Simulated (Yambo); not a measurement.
# BeTe (F-43m) in Yambo: a series of runs

The runs below take BeTe through optical spectrum, with LDA.

Program: Yambo 5.3.0. These are calculated values, not measurements. Logs are shortened: lines on timing, memory, paths and dates and some standing lists are left out, and cuts for length are marked.

## (1) The crystal as given

The structure is cubic, space group F-43m (No. 216). Conventional cell: a = 5.540 Å, b = 5.540 Å, c = 5.540 Å, α = 90.00°, β = 90.00°, γ = 90.00°. Te (site symmetry -43m) has 4 Be at 2.40 Å as nearest neighbours. Around Be (site symmetry -43m) lie 4 Te at 2.40 Å.

## (2) Optical spectrum, LDA

File optics0.in:

```
optics
chi
Chimod= "IP"
% BndsRnXd
 1 | 25 |
%
% LongDrXd
 0 | 1 | 0 |
%
% QpntsRXd
 1 | 1 |
%
% EnRngeXd
 0 | 15 | eV
%
% DmRngeXd
 0.1 | 0.1 | eV
%
ETStpsXd= 200
```

File scf.in:

```
&CONTROL
  calculation = 'scf'
  prefix = 'pwscf'
  outdir = './tmp'
  pseudo_dir = './pseudo'
/
&SYSTEM
  ibrav = 0
  nat = 2
  ntyp = 2
  ecutwfc = 88
  nbnd = 16
  occupations = 'smearing'
  smearing = 'fd'
  degauss = 0.00367493
  force_symmorphic = .true.
/
&ELECTRONS
  conv_thr = 4d-10
  electron_maxstep = 120
  mixing_beta = 0.5
/
ATOMIC_SPECIES
Te   127.6000 Te.upf
Be     9.0122 Be.upf
CELL_PARAMETERS angstrom
   0.0000000000    2.7700000000    2.7700000000
   2.7700000000    0.0000000000    2.7700000000
   2.7700000000    2.7700000000    0.0000000000
ATOMIC_POSITIONS crystal
Te     0.7500000000    0.7500000000    0.7500000000
Be     0.0000000000    0.0000000000    0.0000000000
K_POINTS automatic
8 8 8 0 0 0
```

File nscf.in:

```
&CONTROL
  calculation = 'nscf'
  prefix = 'pwscf'
  outdir = './tmp'
  pseudo_dir = './pseudo'
/
&SYSTEM
  ibrav = 0
  nat = 2
  ntyp = 2
  ecutwfc = 88
  nbnd = 30
  occupations = 'fixed'
  force_symmorphic = .true.
/
&ELECTRONS
  conv_thr = 1d-08
  diago_full_acc = .true.
  diago_thr_init = 1d-06
/
ATOMIC_SPECIES
Te   127.6000 Te.upf
Be     9.0122 Be.upf
CELL_PARAMETERS angstrom
   0.0000000000    2.7700000000    2.7700000000
   2.7700000000    0.0000000000    2.7700000000
   2.7700000000    2.7700000000    0.0000000000
ATOMIC_POSITIONS crystal
Te     0.7500000000    0.7500000000    0.7500000000
Be     0.0000000000    0.0000000000    0.0000000000
K_POINTS automatic
8 8 8 0 0 0
```

Potentials or basis: PseudoDojo 0.4.1 SR LDA standard.

On the command line:

```console
$ OMP_NUM_THREADS=1 pw.x -in scf.in > scf.out
$ OMP_NUM_THREADS=1 pw.x -in nscf.in > nscf.out
$ cd tmp/pwscf.save; p2y; mv SAVE ../..; cd ../..
$ OMP_NUM_THREADS=1 yambo
$ OMP_NUM_THREADS=1 yambo -F optics0.in -J optics0 -C optics0_out
```

Yambo's report:

```text
[... sections 02.01 to 02.04 as in the set-up run ...]

  [02.05] Energies & Occupations
  ==============================

  [X] === General ===
  [X] Electronic Temperature                        :  0.000000  0.000000 [eV K]
  [X] Bosonic    Temperature                        :  0.000000  0.000000 [eV K]
  [X] Finite Temperature mode                       : no
  [X] El. density                                   :  0.47050E+24 [cm-3]
  [X] Fermi Level                                   :  8.164004 [eV]

  [X] === Gaps and Widths ===
  [X] Conduction Band Min                           :  1.776922 [eV]
  [X] Valence Band Max                              :  0.000000 [eV]
  [X] Filled Bands                                  :  10
  [X] Empty Bands                                   :  11  30
  [X] Direct Gap                                    :  3.602201 [eV]
  [X] Direct Gap localized at k                     :  1
  [X] Indirect Gap                                  :  1.776922 [eV]
  [X] Indirect Gap between kpts                     :   1  21
  [X] Last valence band width                       :  3.447544 [eV]
  [X] 1st conduction band width                     :  3.479571 [eV]

 [03] Transferred momenta grid and indexing
 ==========================================

 IBZ Q-points                                      :  29
 BZ  Q-points                                      :   512

 K/Q-points units:
 rlu = crystal or reduced units; cc = cartesian coordinates; iku = interal k-units

 Q [ 1]         [rlu]:  0.000000  0.000000  0.000000
 Q [ 2]         [rlu]: -0.30723E-17 -0.30723E-17  0.12500
 Q [ 3]         [rlu]: -0.61447E-17 -0.61447E-17  0.25000
 Q [ 4]         [rlu]:  0.32416E-16  0.32416E-16  0.37500
 Q [ 5]         [rlu]:  0.12289E-16  0.12289E-16 -0.50000
 Q [ 6]         [rlu]:  0.48883E-18  0.12500      0.12500
 Q [ 7]         [rlu]: -0.30723E-17  0.12500      0.25000
 Q [ 8]         [rlu]:  0.31008E-17  0.12500      0.37500
 Q [ 9]         [rlu]:  0.37049E-16  0.12500      0.50000
 Q [10]         [rlu]:  0.12289E-16  0.12500     -0.37500
 Q [11]         [rlu]: -0.92931E-17  0.12500     -0.25000
 Q [12]         [rlu]:  0.61447E-17  0.12500     -0.12500
 Q [13]         [rlu]:  0.97766E-18  0.25000      0.25000
 Q [14]         [rlu]: -0.75618E-18  0.25000      0.37500
 Q [15]         [rlu]: -0.20003E-16  0.25000      0.50000
[... 12 lines left out ...]
 Q [28]         [rlu]:  0.125000 -0.500000 -0.375000
 Q [29]         [rlu]:  0.250000 -0.500000 -0.250000

 [WARNING] [Xd] User bands 1-25 break level degeneracy

 [04] Dipoles
 ============

  [04.01] Setup: observables and procedures
  =========================================

  [WF-Oscillators/G space/Transverse up loader] Normalization (few states)  min/max  :  0.69389E-17   1.0000

  [WR./optics0//ndb.dipoles]------------------------------------------------------
   Brillouin Zone Q/K grids (IBZ/BZ)                :    29   512    29   512
   RL vectors                                       :   5029 [WF]
   Fragmentation                                    : yes
   Electronic Temperature                           :  0.000000 [K]
   Bosonic    Temperature                           :  0.000000 [K]
   DIP band range                                   :   1  25
   DIP band range limits                            :  10  11
   DIP e/h energy range                             : -1.000000 -1.000000 [eV]
   RL vectors in the sum                            :   5029
   [r,Vnl] included                                 : yes
   Bands ordered                                    : yes
   Direct v evaluation                              : no
   Approach used                                    : G-space v
   Dipoles computed                                 : R V P [G-space]
   Wavefunctions                                    : Slater exchange(X)+Perdew & Wang(C)

  [WARNING] [r,Vnl^pseudo] included in position and velocity dipoles.

  [WARNING] In case H contains other non local terms, these are neglected

 [05] Optics
 ===========

 [X-CG] R(p) Tot o/o(of R):    3590   76800     100
```

Wall time 58 s (1 thread of Intel Xeon Platinum 8259CL at 2.50GHz (Skylake/Cascade Lake), shared host); peak memory 0.25 GiB.

What came out:

```yaml
Band_gap_on_the_k_mesh_mean-field_level: 1.78 eV, indirect (least direct gap 3.60 eV)
Electronic_dielectric_constant_along_the_field: 8.14
```

Dielectric function (along the field direction of the input):
```csv
energy (eV),real part,imaginary part
0.30,8.16,0.13
1.06,8.44,0.15
1.81,9.14,0.20
2.56,10.57,0.34
3.39,14.93,1.23
4.15,20.66,11.92
4.90,13.38,26.66
5.65,2.45,11.61
6.48,-3.38,15.35
7.24,-9.27,5.79
7.99,-4.24,2.03
8.74,-1.44,2.75
9.57,-2.22,1.85
10.33,-2.43,1.45
11.08,-1.44,1.08
11.83,-1.42,1.30
12.66,-0.69,0.58
13.42,-0.56,0.81
14.17,-0.56,0.42
15.00,-0.31,0.49
```

Caveat: spectra need much finer meshes, so this one isn't converged; independent-particle spectra lack excitons; spin-orbit coupling is left out, which moves the levels of the heavy elements. A k mesh can miss the band edges.

## (3) Optical spectrum, LDA

File optics1.in:

```
optics
chi
Chimod= "HARTREE"
% BndsRnXd
 1 | 25 |
%
NGsBlkXd= 4 Ry
% LongDrXd
 0 | 1 | 0 |
%
% QpntsRXd
 1 | 1 |
%
% EnRngeXd
 0 | 20 | eV
%
% DmRngeXd
 0.05 | 0.05 | eV
%
ETStpsXd= 150
```

scf.in is that of step 2.

nscf.in is that of step 2.

Potentials or basis: PseudoDojo 0.4.1 SR LDA standard.

On the command line:

```console
$ OMP_NUM_THREADS=1 pw.x -in scf.in > scf.out
$ OMP_NUM_THREADS=1 pw.x -in nscf.in > nscf.out
$ cd tmp/pwscf.save; p2y; mv SAVE ../..; cd ../..
$ OMP_NUM_THREADS=1 yambo
$ OMP_NUM_THREADS=1 yambo -F optics1.in -J optics1 -C optics1_out
```

Yambo's report:

```text
[... sections 02.01 to 02.04 as in the set-up run ...]

  [02.05] Energies & Occupations
  ==============================

  [X] === General ===
  [X] Electronic Temperature                        :  0.000000  0.000000 [eV K]
  [X] Bosonic    Temperature                        :  0.000000  0.000000 [eV K]
  [X] Finite Temperature mode                       : no
  [X] El. density                                   :  0.47050E+24 [cm-3]
  [X] Fermi Level                                   :  8.164004 [eV]

  [X] === Gaps and Widths ===
  [X] Conduction Band Min                           :  1.776922 [eV]
  [X] Valence Band Max                              :  0.000000 [eV]
  [X] Filled Bands                                  :  10
  [X] Empty Bands                                   :  11  30
  [X] Direct Gap                                    :  3.602201 [eV]
  [X] Direct Gap localized at k                     :  1
  [X] Indirect Gap                                  :  1.776922 [eV]
  [X] Indirect Gap between kpts                     :   1  21
  [X] Last valence band width                       :  3.447544 [eV]
  [X] 1st conduction band width                     :  3.479571 [eV]

 [03] Transferred momenta grid and indexing
 ==========================================

 IBZ Q-points                                      :  29
 BZ  Q-points                                      :   512

 K/Q-points units:
 rlu = crystal or reduced units; cc = cartesian coordinates; iku = interal k-units

 Q [ 1]         [rlu]:  0.000000  0.000000  0.000000
 Q [ 2]         [rlu]: -0.30723E-17 -0.30723E-17  0.12500
 Q [ 3]         [rlu]: -0.61447E-17 -0.61447E-17  0.25000
 Q [ 4]         [rlu]:  0.32416E-16  0.32416E-16  0.37500
 Q [ 5]         [rlu]:  0.12289E-16  0.12289E-16 -0.50000
 Q [ 6]         [rlu]:  0.48883E-18  0.12500      0.12500
 Q [ 7]         [rlu]: -0.30723E-17  0.12500      0.25000
 Q [ 8]         [rlu]:  0.31008E-17  0.12500      0.37500
 Q [ 9]         [rlu]:  0.37049E-16  0.12500      0.50000
 Q [10]         [rlu]:  0.12289E-16  0.12500     -0.37500
 Q [11]         [rlu]: -0.92931E-17  0.12500     -0.25000
 Q [12]         [rlu]:  0.61447E-17  0.12500     -0.12500
 Q [13]         [rlu]:  0.97766E-18  0.25000      0.25000
 Q [14]         [rlu]: -0.75618E-18  0.25000      0.37500
 Q [15]         [rlu]: -0.20003E-16  0.25000      0.50000
[... 12 lines left out ...]
 Q [28]         [rlu]:  0.125000 -0.500000 -0.375000
 Q [29]         [rlu]:  0.250000 -0.500000 -0.250000

 [WARNING] [Xd] User bands 1-25 break level degeneracy

 [04] Dipoles
 ============

  [04.01] Setup: observables and procedures
  =========================================

  [WF-Oscillators/G space/Transverse up loader] Normalization (few states)  min/max  :  0.69389E-17   1.0000

  [WR./optics1//ndb.dipoles]------------------------------------------------------
   Brillouin Zone Q/K grids (IBZ/BZ)                :    29   512    29   512
   RL vectors                                       :   5029 [WF]
   Fragmentation                                    : yes
   Electronic Temperature                           :  0.000000 [K]
   Bosonic    Temperature                           :  0.000000 [K]
   DIP band range                                   :   1  25
   DIP band range limits                            :  10  11
   DIP e/h energy range                             : -1.000000 -1.000000 [eV]
   RL vectors in the sum                            :   5029
   [r,Vnl] included                                 : yes
   Bands ordered                                    : yes
   Direct v evaluation                              : no
   Approach used                                    : G-space v
   Dipoles computed                                 : R V P [G-space]
   Wavefunctions                                    : Slater exchange(X)+Perdew & Wang(C)

  [WARNING] [r,Vnl^pseudo] included in position and velocity dipoles.

  [WARNING] In case H contains other non local terms, these are neglected

 [05] Optics
 ===========

 [X-CG] R(p) Tot o/o(of R):    3590   76800     100
```

It took 68 s on 1 thread of Intel Xeon Platinum 8259CL at 2.50GHz (Skylake/Cascade Lake), shared host; peak memory 0.41 GiB.

What came out:

* Band gap on the k mesh, mean-field level: 1.78 eV, indirect (least direct gap 3.60 eV)
* Electronic dielectric constant along the field: 7.08
* Electronic dielectric constant along the field, independent particles: 8.14

Dielectric function (along the field direction of the input):
```csv
energy (eV),real part,imaginary part
0.27,7.10,0.05
0.67,7.18,0.05
1.21,7.41,0.06
1.74,7.81,0.08
2.28,8.48,0.10
2.68,9.28,0.14
3.22,11.25,0.30
3.76,16.59,2.33
4.30,17.31,14.21
4.70,17.90,10.95
5.23,-11.68,12.97
5.77,2.64,13.85
6.31,5.41,9.53
6.85,-6.63,9.09
7.25,-9.98,8.53
7.79,-4.71,3.42
8.32,-2.95,1.89
8.86,-1.38,2.05
9.26,-0.38,3.25
9.80,-0.63,1.84
10.34,-2.02,1.87
10.87,-1.22,1.29
11.28,-1.38,0.73
11.81,-0.75,1.69
12.35,-0.95,0.46
12.89,-0.67,0.51
13.42,-0.37,0.78
13.83,-0.36,0.58
14.36,-0.28,0.46
14.90,-0.15,0.68
15.44,0.05,0.53
15.84,-0.28,0.40
16.38,-0.04,0.37
16.91,-0.04,0.26
17.45,0.00,0.42
17.85,0.02,0.30
18.39,0.19,0.27
18.93,0.17,0.16
19.46,0.26,0.13
20.00,0.37,0.13
```

Caveat: spectra need much finer meshes, so this one isn't converged; these spectra lack excitons; spin-orbit coupling is left out, which moves the levels of the heavy elements. As with any semilocal functional, this LDA gap is likely too small.

[end of part 1 of 2]
